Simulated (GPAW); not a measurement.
Bi:

```xyz
2
Lattice="2.2675 1.3091 3.9380 -2.2675 1.3091 3.9380 0.0000 -2.6183 3.9380" Properties=species:S:1:pos:R:3 pbc="T T T"
Bi    0.0000    0.0000    9.0495
Bi    0.0000    0.0000    2.7645
```

Program: GPAW 26.7.0. Alike in all runs: no spin polarisation; cell as given; k mesh 7 × 7 × 7; cutoff (eV) 600.

Order these runs on this cell by their pressure, lowest first.
A. level LDA; potentials or basis the program's PAW data sets (release 1.2.1) made for this functional, pw; smearing gaussian 0.02 eV
B. level TASK; potentials or basis GPAW PAW data sets (gpaw-data 1.2.1), pw; smearing fermi-dirac 0.05 eV
C. level AM05; potentials or basis PAW data sets generated in the run's folder for this functional, pw; smearing fermi-dirac 0.05 eV; k mesh for the Wannier functions 4 × 4 × 4; wannier start random; wannier functional var; wannier space filled bands; wannier code ASE
D. level PBE; potentials or basis GPAW PAW data sets (gpaw-data 1.2.1), pw; smearing gaussian 0.1 eV

A (-1.7 GPa), C (-0.1 GPa), D (2.0 GPa), B (5.1 GPa).

Caveats: the PAW data sets were made with another functional, which shifts forces and pressure a little (some runs).

Not every run made on this cell is shown here.
